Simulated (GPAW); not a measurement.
# TiC: band structure with LDA

Crystal: TiC.

```
Ti C
1.0
     0.00000    2.16572    2.16572
     2.16572    0.00000    2.16572
     2.16572    2.16572    0.00000
Ti C
1 1
Direct
  0.00000 0.00000 0.00000
  0.50000 0.50000 0.50000
```

The cell is a database's computed one.

| Property | Result |
| --- | --- |
| Program | GPAW 26.7.0 |
| Task | band structure |
| Functional | LDA |
| Potentials or basis | PAW data sets generated in the run's folder for this functional |
| Cutoff | 800 eV |
| Basis | pw |
| k mesh | 9 × 9 × 9 |
| Occupations | fermi-dirac, width 0.05 eV |
| Spin | no spin polarisation |
| Maxiter | 150 |
| Band path | GXWKGLUWLK,UX |
| Band points | 80 |

```
Pressure                : -11.8 GPa
Band gap along the path : none (metal or under the smearing width)
```

Levels at the corners of the path, in eV from the Fermi level:
| point | band 6 | band 7 | band 8 | band 9 | band 10 | band 11 |
| --- | --- | --- | --- | --- | --- | --- |
| Γ | 0.66 | 0.66 | 0.66 | 1.70 | 1.70 | 1.70 |
| X | -3.36 | -1.64 | 0.00 | 0.00 | 2.76 | 3.50 |
| W | -3.10 | -3.10 | -2.67 | 2.78 | 2.78 | 3.51 |
| K | -3.44 | -3.29 | -1.69 | 1.45 | 3.12 | 3.82 |
| Γ | 0.66 | 0.66 | 0.66 | 1.70 | 1.70 | 1.70 |
| L | -5.81 | -2.87 | -2.87 | 2.90 | 2.90 | 4.09 |
| U | -3.44 | -3.29 | -1.69 | 1.45 | 3.12 | 3.82 |
| W | -3.10 | -3.10 | -2.67 | 2.78 | 2.78 | 3.51 |
| L | -5.81 | -2.87 | -2.87 | 2.90 | 2.90 | 4.09 |
| K | -3.44 | -3.29 | -1.69 | 1.45 | 3.12 | 3.82 |
| U | -3.44 | -3.29 | -1.69 | 1.45 | 3.12 | 3.82 |
| X | -3.36 | -1.64 | 0.00 | 0.00 | 2.76 | 3.50 |

It took 21 s on 1 thread of Arm Neoverse V2 (shared host), peak memory 0.23 GiB.
